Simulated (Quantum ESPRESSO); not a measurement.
# HgTe (Coloradoite) (F-43m) in Quantum ESPRESSO: notebook, part 2 of 3

Quantum ESPRESSO 7.5.

## Step 4: Phonons, PBE

Input file pw.in:

```
&CONTROL
  calculation = 'scf'
  prefix = 'pwscf'
  outdir = './tmp'
  pseudo_dir = './pseudo'
  tprnfor = .true.
  tstress = .true.
  disk_io = 'low'
/
&SYSTEM
  ibrav = 0
  nat = 2
  ntyp = 2
  ecutwfc = 80
  nbnd = 26
  occupations = 'smearing'
  smearing = 'mv'
  degauss = 0.01469973
/
&ELECTRONS
  conv_thr = 4d-10
  electron_maxstep = 120
  mixing_beta = 0.5
/
ATOMIC_SPECIES
Hg   200.5920 Hg.upf
Te   127.6000 Te.upf
CELL_PARAMETERS angstrom
   0.0000000000    3.2145000000    3.2145000000
   3.2145000000    0.0000000000    3.2145000000
   3.2145000000    3.2145000000    0.0000000000
ATOMIC_POSITIONS crystal
Hg     0.0000000000    0.0000000000    0.0000000000
Te     0.7500000000    0.7500000000    0.7500000000
K_POINTS automatic
6 6 6 0 0 0
```

Input file scf2.in:

```
&CONTROL
  calculation = 'scf'
  prefix = 'pwscf'
  outdir = './tmp'
  pseudo_dir = './pseudo'
  tprnfor = .true.
  tstress = .true.
  disk_io = 'low'
/
&SYSTEM
  ibrav = 0
  nat = 2
  ntyp = 2
  ecutwfc = 80
  nbnd = 26
  occupations = 'smearing'
  smearing = 'mv'
  degauss = 0.01469973
/
&ELECTRONS
  conv_thr = 1d-13
  electron_maxstep = 120
  mixing_beta = 0.5
  startingpot = 'file'
  startingwfc = 'file'
/
ATOMIC_SPECIES
Hg   200.5920 Hg.upf
Te   127.6000 Te.upf
CELL_PARAMETERS angstrom
   0.0000000000    3.2145000000    3.2145000000
   3.2145000000    0.0000000000    3.2145000000
   3.2145000000    3.2145000000    0.0000000000
ATOMIC_POSITIONS crystal
Hg     0.0000000000    0.0000000000    0.0000000000
Te     0.7500000000    0.7500000000    0.7500000000
K_POINTS automatic
6 6 6 0 0 0
```

Input file ph.in:

```
phonons of HgTe
&INPUTPH
  prefix = 'pwscf'
  outdir = './tmp'
  tr2_ph = 1d-18
  fildyn = 'dyn'
  niter_ph = 90
  alpha_mix(1) = 0.4
/
0.0000000000 0.0000000000 0.0000000000
```

Input file dynmat.in:

```
&INPUT
  fildyn = 'dyn'
  asr = 'crystal'
  filout = 'dynmat.disp'
  fileig = 'dynmat.eig'
/
```

Potentials or basis: PseudoDojo 0.4.1 SR PBE standard.

Run with:

```
$ OMP_NUM_THREADS=1 mpirun -n 4 pw.x -nk 4 -in pw.in > pw.out
$ OMP_NUM_THREADS=1 mpirun -n 4 pw.x -nk 4 -in scf2.in > scf2.out
$ OMP_NUM_THREADS=1 mpirun -n 4 ph.x -nk 4 -in ph.in > ph.out
$ OMP_NUM_THREADS=1 mpirun -n 1 dynmat.x -in dynmat.in > dynmat.out
```

pw.out:

```text
This program is part of the open-source Quantum ESPRESSO suite
     for quantum simulation of materials; please cite
[... 6 lines left out ...]
     using ibrav=0 with symmetry is DISCOURAGED, use correct ibrav instead

     K-points division:     npool     =       4
     Subspace diagonalization in iterative solution of the eigenvalue problem:
     a serial algorithm will be used

     G-vector sticks info
     --------------------
     sticks:   dense  smooth     PW     G-vecs:    dense   smooth      PW
     Sum        1639    1639    463                43599    43599    6615

     Using Slab Decomposition

     bravais-lattice index     =            0
     lattice parameter (alat)  =       8.5907  a.u.
     unit-cell volume          =     448.2981 (a.u.)^3
     number of atoms/cell      =            2
     number of atomic types    =            2
     number of electrons       =        36.00
     number of Kohn-Sham states=           26
     kinetic-energy cutoff     =      80.0000  Ry
     charge density cutoff     =     320.0000  Ry
     scf convergence threshold =      4.0E-10
     mixing beta               =       0.5000
     number of iterations used =            8  plain     mixing
     Exchange-correlation= PBE
                           (   1   4   3   4   0   0   0)

     celldm(1)=   8.590675  celldm(2)=   0.000000  celldm(3)=   0.000000
     celldm(4)=   0.000000  celldm(5)=   0.000000  celldm(6)=   0.000000

     crystal axes: (cart. coord. in units of alat)
               a(1) = (   0.000000   0.707107   0.707107 )
               a(2) = (   0.707107   0.000000   0.707107 )
               a(3) = (   0.707107   0.707107   0.000000 )

     reciprocal axes: (cart. coord. in units 2 pi/alat)
               b(1) = ( -0.707107  0.707107  0.707107 )
               b(2) = (  0.707107 -0.707107  0.707107 )
               b(3) = (  0.707107  0.707107 -0.707107 )

     PseudoPot. # 1 for Hg read from file:
     Hg.upf
     Pseudo is Norm-conserving + core correction, Zval = 20.0
     Generated using ONCVPSP code by D. R. Hamann
     Using radial grid of 1262 points,  7 beta functions with:
                l(1) =   0
                l(2) =   0
                l(3) =   1
                l(4) =   1
                l(5) =   2
                l(6) =   2
                l(7) =   3

[... 49 lines left out ...]

     Self-consistent Calculation

     iteration #  1     ecut=    80.00 Ry     beta= 0.50
     Davidson diagonalization with overlap
     ethr =  1.00E-02,  avg # of iterations =  5.6

     Threshold (ethr) on eigenvalues was too large:
     Diagonalizing with lowered threshold

     Davidson diagonalization with overlap
     ethr =  1.42E-04,  avg # of iterations =  3.6
     Minimization algorithm failed to find Fermi energy: reverting to bisection
     Possible cause: smearing is larger than the electronic band-gap.

     total energy              =    -542.95901903 Ry
     estimated scf accuracy    <       0.05142788 Ry

     iteration #  2     ecut=    80.00 Ry     beta= 0.50
     Davidson diagonalization with overlap
     ethr =  1.43E-04,  avg # of iterations =  2.0
[... 46 lines left out ...]
     iteration #  9     ecut=    80.00 Ry     beta= 0.50
     Davidson diagonalization with overlap
     ethr =  1.43E-12,  avg # of iterations =  2.0

     End of self-consistent calculation

          k = 0.0000 0.0000 0.0000 (  5521 PWs)   bands (ev):

  -106.0262 -54.3573 -54.3573 -54.3573 -27.6777 -27.6777 -27.6777 -27.6697
   -27.6697  -2.9598   1.7094   1.7094   1.7094   2.2596   2.2596   8.4577
     9.1454   9.1454   9.1454  13.3692  13.3692  13.3692  15.6728  18.8791
    18.8799  19.1069
[... 45 lines left out ...]
  -106.0262 -54.3574 -54.3574 -54.3573 -27.6780 -27.6776 -27.6775 -27.6695
   -27.6695  -2.3719   1.8583   1.8641   2.2093   2.2526   2.3752   4.2249
     6.9532   8.1131  10.9807  13.8503  14.5706  15.2316  17.7402  18.0782
    19.3535  20.5451

          k = 0.0000-0.2357 0.2357 (  5408 PWs)   bands (ev):

  -106.0262 -54.3574 -54.3573 -54.3573 -27.6779 -27.6776 -27.6776 -27.6696
   -27.6695  -2.6296   1.7907   1.8131   1.8811   2.2377   2.2822   5.7068
     7.5975   8.6799  10.7595  13.5039  14.0030  14.3835  17.0532  18.1544
    18.4090  19.9529
[... 17 lines left out ...]
  -106.0262 -54.3574 -54.3574 -54.3573 -27.6781 -27.6776 -27.6774 -27.6696
   -27.6693  -2.2136   1.8948   1.9649   2.1984   2.2691   2.7125   3.7335
     6.1024   7.4773  11.4563  13.6800  15.7597  16.0968  16.5360  18.3049
    21.0067  21.9754

          k =-0.7071 0.0000 0.0000 (  5434 PWs)   bands (ev):

  -106.0262 -54.3575 -54.3574 -54.3574 -27.6787 -27.6772 -27.6772 -27.6697
   -27.6691  -2.1589   1.8830   2.0670   2.0670   2.3264   2.7336   3.6290
     6.8072   6.8072  11.0459  11.6037  17.4056  18.1274  18.1274  19.5176
    20.7728  20.7728
[... 10 lines left out ...]
  -106.0262 -54.3574 -54.3574 -54.3574 -27.6781 -27.6777 -27.6773 -27.6696
   -27.6693  -2.2136   1.9101   1.9495   2.2090   2.2488   2.7389   3.6890
     6.3208   7.1857  11.8859  13.6218  14.5425  16.3585  17.0852  19.5661
    20.3404  20.6991

          k =-0.7071 0.2357 0.0000 (  5424 PWs)   bands (ev):

  -106.0262 -54.3574 -54.3574 -54.3574 -27.6783 -27.6776 -27.6772 -27.6696
   -27.6692  -2.1600   1.9274   2.0088   2.1345   2.2783   2.8662   3.5549
     6.4970   6.5926  11.9192  12.8090  15.6506  15.8343  18.6739  20.1998
    20.5083  20.5091

     the Fermi energy is     9.0690 ev

!    total energy              =    -542.97453912 Ry
     estimated scf accuracy    <          2.1E-10 Ry
     smearing contrib. (-TS)   =       0.00042184 Ry
     internal energy E=F+TS    =    -542.97496096 Ry

     The total energy is F=E-TS. E is the sum of the following terms:
     one-electron contribution =    -312.12626778 Ry
     hartree contribution      =     163.48190151 Ry
     xc contribution           =    -104.52120571 Ry
     ewald contribution        =    -289.80938899 Ry

     convergence has been achieved in   9 iterations

     Forces acting on atoms (cartesian axes, Ry/au):

     atom    1 type  1   force =     0.00000000    0.00000000    0.00000000
     atom    2 type  2   force =     0.00000000   -0.00000000   -0.00000000

     Total force =     0.000000     Total SCF correction =     0.000000

     Computing stress (Cartesian axis) and pressure

          total   stress  (Ry/bohr**3)                   (kbar)     P=       46.10
   0.00031338  -0.00000000   0.00000000           46.10       -0.00        0.00
  -0.00000000   0.00031338   0.00000000           -0.00       46.10        0.00
   0.00000000   0.00000000   0.00031338            0.00        0.00       46.10

=------------------------------------------------------------------------------=
   JOB DONE.
=------------------------------------------------------------------------------=
```

ph.out:

```text
This program is part of the open-source Quantum ESPRESSO suite
     for quantum simulation of materials; please cite
         "P. Giannozzi et al., J. Phys.:Condens. Matter 21 395502 (2009);
         "P. Giannozzi et al., J. Phys.:Condens. Matter 29 465901 (2017);
         "P. Giannozzi et al., J. Chem. Phys. 152 154105 (2020);
     in publications or presentations arising from this work. More details at

[... 312 lines left out ...]
     freq (   4-   6) =        122.5  [cm-1]   --> T_2  G_15 P_4   I+R

     INITIALIZATION:

     DYNAMICAL MATRIX:

      Additional routines

=------------------------------------------------------------------------------=
   JOB DONE.
=------------------------------------------------------------------------------=
```

It took 11 min on 4 MPI ranks of Intel Xeon at 2.50GHz (Skylake/Cascade Lake), shared host; peak memory 0.6 GiB.

Results:

| Property | Result |
| --- | --- |
| Free energy | -7387.5450 eV |
| Pressure after relaxing | 4.6 GPa |
| Band gap on the k mesh | none (metal or under the smearing width) |
| Highest phonon frequency at Γ | 122 cm⁻¹ |

Phonon frequencies in cm⁻¹ (negative: imaginary):
```csv
q point,frequencies
"(0.000, 0.000, 0.000)",-1 -1 -1 122 122 122
```

Optical modes at Γ, degenerate ones joined:
```
cm⁻¹  components  symmetry     active in
 122           3        T2  IR and Raman
```

Caveat: the mesh is thin for the phonons of a metal; the cell is more than 3 GPa from zero pressure, which shifts response properties. The run has no spin-orbit coupling, so splittings on Hg, Te are missing.

(Continued in part 3 of 3.)
